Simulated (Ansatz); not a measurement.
System: SnTe (rock salt type), 2 atoms in the cell.

Method: PBE, plane waves, all-electron PAW datasets generated for the crystal, point nucleus (Ansatz 0.2.0 development build).

Cutoff 240 eV; k-mesh 6×6×6 Γ-centred; Fermi–Dirac smearing of 0.02 eV; no spin polarisation; no spin–orbit coupling.

```xyz
2
Lattice="0.0000 3.2050 3.2050 3.2050 0.0000 3.2050 3.2050 3.2050 0.0000" Properties=species:S:1:pos:R:3 pbc="T T T"
Sn    0.0000    0.0000    0.0000
Te    3.2050    3.2050    3.2050
```

(1) What pressure does the calculation give?

## Answers

(1) The pressure is 0.05 GPa, close to zero.

The stress includes the program's correction for the finite plane-wave basis.

The k-mesh is modest, so these values aren't fully converged in k.
